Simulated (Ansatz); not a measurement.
**Bi under changes of volume**

One of the cells (34.026 Å³/atom); the others are scaled copies at fixed shape and fractional positions:

```xyz
2
Lattice="3.4886 -3.1326 0.0000 3.4886 3.1326 0.0000 -1.2602 0.0000 3.1136" Properties=species:S:1:pos:R:3 pbc="T T T"
Bi    4.1738    0.0000    2.6695
Bi    1.5432    0.0000    0.4440
```

This isn't the form of Bi at room conditions, which is rhombohedral.

| Property | Result |
| --- | --- |
| Program | Ansatz 0.2.0 |
| Functional | PBE0 |
| Potentials or basis | Ansatz PAW |
| Cutoff | 420 eV (not typed: the program's choice for these potentials) |
| k mesh | 4 × 4 × 6 |
| Occupations | fermi-dirac, width 0.05 eV |
| Spin | no spin polarisation |

```tsv
volume (Å³/atom)	energy over the lowest point (meV/atom)	pressure (GPa)	largest force (eV/Å)
31.984	3.37	1.4	0.159
32.665	0.00	0.2	0.185
33.345	?	?	?
34.026	6.07	-1.8	0.196
34.706	15.34	-2.6	0.223
35.387	28.14	-3.4	0.249
36.067	44.21	-4.1	0.273
```

Task: What does the run at 33.345 Å³/atom give?

Result: Energy over the lowest point 0.34 meV/atom; pressure -0.8 GPa; largest force 0.167 eV/Å.

Worked out: A Birch-Murnaghan fit of order 3 (a polynomial in V^(-2/3)) to the other rows has its minimum at 32.84 Å³/atom with B0 = V·E''(V) = 50 GPa (rough, since the energies scatter) at fixed shape and positions, which overstates the stiffness. It gives 0.95 meV/atom at 33.345 Å³/atom, against the run's 0.34, and -dE/dV = -0.7 GPa, against -0.8.

Energies are extrapolated to zero smearing.

Caveats: the PAW data sets come from PBE, with cores solved anew for the run's functional, which leaves a small shift of forces and pressure; the thresholds are loose for stress.
